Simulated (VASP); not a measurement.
# WS2 in VASP: reference runs, part 2 of 2

VASP 6.6.1. The steps go on from the part before.

### 3 Single point, PBEsol (atoms moved at random, drawn with an rms of 0.05 Å)

File INCAR:

```
PREC = Accurate
ENCUT = 520
EDIFF = 1E-7
ISMEAR = -1
SIGMA = 0.05
LREAL = F
LASPH = T
NELM = 80
ALGO = Normal
ISIF = 2
LWAVE = F
LCHARG = T
GGA = PS
LELF = T
LVHAR = T
NBANDS = 20
```

File KPOINTS:

```
Automatic mesh
0
Gamma
  10 10 2
```

File POSCAR:

```
WS2
1.0
    3.1835163552      0.0000000000      0.0000000000
   -1.5917581776      2.7570060369      0.0000000000
    0.0000000000      0.0000000000     16.9505778900
W S
1 2
Direct
   -0.0022520000      0.0009590000     -0.0023540000
    0.3398470000      0.6594670000      0.0928740000
    0.3315340000      0.6584820000      0.9087850000
```

Potentials or basis: VASP PAW PBE potentials, release 64 (W_sv, S).

On the command line:

```sh
cat potpaw_PBE.64/W_sv/POTCAR potpaw_PBE.64/S/POTCAR > POTCAR
mpirun -np 1 vasp_std > vasp.out
```

OUTCAR:

```text
PREC = Accurate
   ENCUT = 520
   EDIFF = 1E-7
   ISMEAR = -1
   LREAL = F
   LASPH = T
   NELM = 80
   ISIF = 2
   GGA = PS

 ion  position               nearest neighbor table
   1  0.998  0.001  0.998-   3 2.36   3 2.38   3 2.40   2 2.43   2 2.43   2 2.48
   2  0.340  0.659  0.093-   1 2.43   1 2.43   1 2.48
   3  0.332  0.658  0.909-   1 2.36   1 2.38   1 2.40

  LATTYP: Found a hexagonal cell.
 ALAT       =     3.1835163552
 C/A-ratio  =     5.3244827413

  Lattice vectors:

 A1 = (   3.1835163552,   0.0000000000,   0.0000000000)
 A2 = (  -1.5917581776,   2.7570060369,   0.0000000000)
 A3 = (   0.0000000000,   0.0000000000,  16.9505778900)

Analysis of symmetry for initial positions (statically):
=====================================================================
 Subroutine PRICEL returns:
 Original cell was already a primitive cell.

 Routine SETGRP: Setting up the symmetry group for a
 hexagonal supercell.

 Subroutine GETGRP returns: Found  1 space group operations
 (whereof  1 operations were pure point group operations)
 out of a pool of 24 trial point group operations.
[... 161 lines left out ...]
  free energy    TOTEN  =       -25.17316542 eV

  energy without entropy =      -25.17316542  energy(sigma->0) =      -25.17316542

 E-fermi :  -0.3003     XC(G=0):  -4.5495

 val. band max:       -1.2413721755   @ k =   0.0000   0.0000   0.5000
 cond. band min:       0.6809010716   @ k =   0.3000   0.3000   0.0000
 fundamental gap:      1.9222732472
 Fermi energy:        -0.3003468472

 k-point     1 :       0.0000    0.0000    0.0000
  band No.  band energies     occupation
      1     -75.2333      2.00000
      2     -39.4815      2.00000
      3     -39.3318      2.00000
      4     -39.3245      2.00000
      5     -16.0366      2.00000
      6     -14.3447      2.00000
[... 541 lines left out ...]
     19       5.6056      0.00000
     20       6.3945      0.00000

 [... further k-points ...]

------------------------ aborting loop because EDIFF is reached ----------------------------------------

  FORCE on cell =-STRESS in cart. coord.  units (eV):
  Direction    XX          YY          ZZ          XY          YZ          ZX
  --------------------------------------------------------------------------------------
  -------------------------------------------------------------------------------------
  Total       -1.3249894     -0.9848681     -0.2798571      0.1652192     -0.1280871     -0.2968913
  in kB      -14.2690045    -10.6061880     -3.0138220      1.7792695     -1.3793891     -3.1972655
  external PRESSURE =      -9.2963382 kB  Pullay stress =       0.0000000 kB

 VOLUME and BASIS-vectors are now :
 -----------------------------------------------------------------------------
  energy-cutoff  :      520.00
  volume of cell :      148.77
      direct lattice vectors                 reciprocal lattice vectors
     3.183516355  0.000000000  0.000000000     0.314118066  0.181356150  0.000000000
    -1.591758178  2.757006037  0.000000000     0.000000000  0.362712300  0.000000000
     0.000000000  0.000000000 16.950577890     0.000000000  0.000000000  0.058995039

 POSITION                                       TOTAL-FORCE (eV/Angst)
 -----------------------------------------------------------------------------------
      3.17482      0.00264     16.91068         0.568086     -0.509009      1.723245
      0.03220      1.81815      1.57427        -0.369411      0.204674     -0.912640
      0.00730      1.81544     15.40443        -0.198676      0.304336     -0.810605
 -----------------------------------------------------------------------------------
    total drift:                               -0.000092      0.000026      0.000077

  FREE ENERGIE OF THE ION-ELECTRON SYSTEM (eV)
  ---------------------------------------------------
  free  energy   TOTEN  =       -25.1731654233 eV

  energy  without entropy=      -25.1731654227  energy(sigma->0) =      -25.17316542
```

stdout:

```text
POSCAR found type information on POSCAR W S
 POSCAR found :  2 types and       3 ions
 scaLAPACK will be used
 -----------------------------------------------------------------------------
|                                                                             |
|                                                                             |
|     You enforced a specific xc type in the INCAR file but a different       |
|     I HOPE YOU KNOW WHAT YOU ARE DOING!                                     |
|                                                                             |
 -----------------------------------------------------------------------------

 LDA part: xc-table for (Slater+PW92), standard interpolation
 POSCAR, INCAR and KPOINTS ok, starting setup
 FFT: planning ... GRIDC
 FFT: planning ... GRID_SOFT
 FFT: planning ... GRID
 WAVECAR not read
 entering main loop
```

It took 2.5 min on 1 thread of Intel Xeon 6975P-C (Granite Rapids), shared host; peak memory 0.45 GiB.

What came out:

```
Free energy            : -25.1732 eV
Largest force          : 1.885 eV/Å
Band gap on the k mesh : 1.92 eV, indirect (least direct gap 2.13 eV)
```

Forces in eV/Å, atoms in the order of the input:
```
W    0.568 -0.509  1.723
S   -0.369  0.205 -0.913
S   -0.199  0.304 -0.811
```

Caveat: the PAW data sets were made with another functional, which shifts forces and pressure a little; spin-orbit coupling is left out, which moves the levels of the heavy elements.
